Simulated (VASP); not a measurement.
Wanted: the native input for a VASP 6.6.1 run.

- Task: single point
- Functional: rev-vdW-DF2
- Potentials or basis: VASP PAW PBE potentials, release 64 (Te)
- Cutoff: 520 eV
- k mesh: 6 × 5 × 1
- Occupations: gaussian, width 0.03 eV
- Spin: no spin polarisation
- Dipole correction: yes
- Further INCAR settings: ALGO = Normal; EDIFF = 1e-06; NBANDS = 48

The structure of Te lies in POSCAR:

```
Te
1.0
    4.3967520600      0.0000000000      0.0000000000
    0.0000000000      6.0023380000      0.0000000000
    0.0000000000      0.0000000000     28.5519280100
Te
12
Direct
    0.6397714900      0.0000000000      0.2626792800
    0.2204569900      0.3333330000      0.2999592700
    0.6397714800      0.6666670000      0.3372392600
    0.1397714700      0.0000000000      0.3960397700
    0.7204569700      0.3333330000      0.4333197600
    0.1397714700      0.6666670000      0.4705997500
    0.6397714600      0.0000000000      0.5294002500
    0.2204569600      0.3333330000      0.5666802400
    0.6397714500      0.6666670000      0.6039602300
    0.1397714500      0.0000000000      0.6627607400
    0.7204569400      0.3333330000      0.7000407300
    0.1397714400      0.6666670000      0.7373207200
```

The slab is cut from a database's or a generator's crystal, which needn't be the stable form of the element.

These files were run (other wordings do the same):

INCAR

```
PREC = Accurate
ENCUT = 520
EDIFF = 1E-6
ISMEAR = 0
SIGMA = 0.03
LREAL = False
LASPH = True
NELM = 80
ALGO = Normal
ISIF = 2
LWAVE = False
LCHARG = False
LDIPOL = True
IDIPOL = 3
DIPOL = 0.5 0.5 0.500
GGA = MK
LUSE_VDW = True
AGGAC = 0.0
PARAM1 = 0.1234
PARAM2 = 0.711357
ZAB_VDW = -1.8867
NBANDS = 48
LVHAR = True
LVACPOTAV = True
ICORELEVEL = 1
```

KPOINTS

```
regular mesh
0
Gamma
  6 5 1
```

Potentials or basis: VASP PAW PBE potentials, release 64 (Te).

Launch:

```console
$ cat potpaw_PBE.64/Te/POTCAR > POTCAR
$ mpirun -np 4 vasp_std > vasp.out
```

It gave:

| Item | Value |
| --- | --- |
| Largest force | 0.481 eV/Å |
| Band gap on the k mesh | 0.70 eV, indirect (least direct gap 0.79 eV) |
| Ionisation potential of the upper face | 4.99 eV |

Caveat: the PAW data sets were made with another functional, which shifts forces and pressure a little; spin-orbit coupling is left out, which moves the levels of the heavy elements.

It took 7 min on 4 MPI ranks on AMD EPYC 9R45 (Zen 5), on a shared host, peak memory 0.8 GiB a rank.
